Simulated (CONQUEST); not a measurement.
In under changes of volume

One of the cells (26.144 Å³/atom); the others are scaled copies at fixed shape and fractional positions:

```
In
1.0
     3.25094    0.00000    0.00000
     0.00000    3.25094    0.00000
     0.00000    0.00000    4.94740
In
2
Direct
  0.00000 0.00000 0.00000
  0.50000 0.50000 0.50000
```

```yaml
Program: CONQUEST 1.3
Functional: PBEsol
Potentials_or_basis: PseudoDojo NC PBEsol, DZP, grid of 32 × 32 × 48 points
k_mesh: 8 × 8 × 6
Occupations: fermi-dirac, width 0.05 eV
Spin: no spin polarisation
```

| volume (Å³/atom) | energy over the lowest point (meV/atom) | pressure (GPa) |
| --- | --- | --- |
| 24.575 | 11.54 | 2.6 |
| 25.098 | 4.29 | 1.9 |
| 25.621 | ? | ? |
| 26.144 | 0.00 | 0.0 |
| 26.666 | 1.59 | -0.9 |
| 27.189 | 5.40 | -1.3 |
| 27.712 | 10.97 | -2.1 |

Task: What does the run at 25.621 Å³/atom give?

Result: Energy over the lowest point 0.58 meV/atom; pressure 0.4 GPa.

Worked out: A Birch-Murnaghan fit of order 3 (a polynomial in V^(-2/3)) to the other rows has its minimum at 26.03 Å³/atom with B0 = V·E''(V) = 39 GPa (rough, since the energies scatter) at fixed shape and positions, which overstates the stiffness. It gives 0.66 meV/atom at 25.621 Å³/atom, against the run's 0.58, and -dE/dV = 0.7 GPa, against 0.4.

Energies are extrapolated to zero smearing.

Caveats: the basis of atomic orbitals isn't converged, which shifts pressures, moduli and gaps.
